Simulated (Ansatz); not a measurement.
SiO₂: how the axes shrink under pressure

SiO₂, P4_32_12, a = 4.948 Å, c = 6.878 Å. This isn't the usual stable structure of the compound. Ansatz: LDA, PAW, 420 eV, Γ-centred 6×6×4 mesh on 12 atoms, Gaussian smearing 0.02 eV; no spin polarisation. Cell and atoms are relaxed at each pressure, and no other structure is tried, so the rows at high pressure may lie past a change of phase. y = 100 ln(c/c0) with c0 = 6.8783 Å, so nearly a change in per cent. The pressures are the targets, met within 0.02 GPa.

```
P (GPa) y  100 ln(a/a0)
   -2.0       ?             ?
    0.0    0.00          0.00
    2.0   -5.40         -3.73
    5.0   -9.49         -6.43
   10.0  -13.32         -8.92
   20.0  -17.05        -12.13
```

Fit y = c1 P + c2 P² to the other rows, give the linear compressibility along c, and predict the missing y.

Least squares on the rows shown. y = −2.0476 P + 0.060304 P². The linear compressibility along c is −c1/100 = 20.48 per TPa, against 13.58 along a from the same fit to the last column (its missing entry is 5.66): the crystal is softer along c at low pressure. The runs next to zero pressure give 32.16 and 23.66, so a parabola over the whole range misstates the start. With a term in P³ added, the coefficient of P becomes -2.880, 41 % more, which shows how far this figure hangs on the form. At P = -2.0 the fit asked for gives 4.34. The run gave 7.36, so the fit is 3.02 too low, 12 % of the span of the series, against an rms of 1.03 on the fitted rows. The row lies outside the fitted range. With a term in P³ added, a fit to the same known rows predicts 6.64, so most of the miss is curvature that the known rows already hold. The parabola turns at P = 17.0, between the two outer rows, which can neither show nor exclude a turn there.